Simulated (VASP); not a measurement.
Energy against volume of InN (zinc blende). Computed with r2SCAN meta-GGA, VASP's PBE PAW potentials (set 64) (plane waves; VASP). Run with 520 eV cut-off, 13×13×13 Γ-centred mesh, first-order Methfessel-Paxton smearing of 0.10 eV, potentials In_d N.

```tsv
V (Å³/atom)	E (eV/atom)
14.724	-15.92951
15.194	-15.95096
15.664	-15.95791
16.134	-15.95255
```

Task: Fit these four points and predict the energy of the run at 16.604 Å³/atom.

Result: A cubic in V^(−2/3), the third-order Birch-Murnaghan form, passes through the four points with V0 = 15.68 Å³/atom and B0 = 139 GPa, and gives -15.9367 eV/atom there. The run gave -15.9368 eV/atom, -0.1 meV/atom from the fit; all five points give B0 = 139 GPa.

The compound is InN in the zinc blende structure, a metastable form; wurtzite is the usual one. It was relaxed first.
